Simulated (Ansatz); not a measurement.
One geometry of Fe3Co, one setting changed: fraction of exact exchange

Method: DFT HSE06, scalar-relativistic, plane waves, PAW in Ansatz 0.2.0. The atoms stay where they are, in a cell that isn't relaxed at these levels; pressure is positive in compression. Site moments are spin moments in atom-centred spheres that scale with the neighbour distance.

```xyz
4
Lattice="4.0236 0.0000 0.0000 0.0000 4.0236 0.0000 0.0000 0.0000 2.8277" Properties=species:S:1:pos:R:3 pbc="T T T"
Fe    2.0118    2.0118    0.0000
Fe    2.0118    0.0000    1.4139
Fe    0.0000    2.0118    1.4139
Co    0.0000    0.0000    0.0000
```

```json
{"plane-wave cutoff": "420 eV", "Γ-centred k-mesh": "6×6×8", "occupation rule": "Gaussian smearing, 0.1 eV", "list of starting moments (μB, in atom order)": "2.61 2.89 2.89 2", "check for lower electronic states after the SCF": "asked for but not made"}
```

```json
{"fraction of exact exchange": "0.05", "gap on mesh (eV)": "metal", "P (GPa)": "2.6", "site moments (μB)": "Fe +2.55, Fe +2.75 (×2), Co +1.85"}
{"fraction of exact exchange": "0.1", "gap on mesh (eV)": "metal", "P (GPa)": "3.2", "site moments (μB)": "Fe +2.66, Fe +2.84 (×2), Co +1.88"}
{"fraction of exact exchange": "0.35", "gap on mesh (eV)": "metal", "P (GPa)": "11.7", "site moments (μB)": "Fe +3.10, Fe +3.18 (×2), Co +1.96"}
```

Cost: 3 runs of about 20 core-minutes in all, on Arm Neoverse V2 (shared hosts).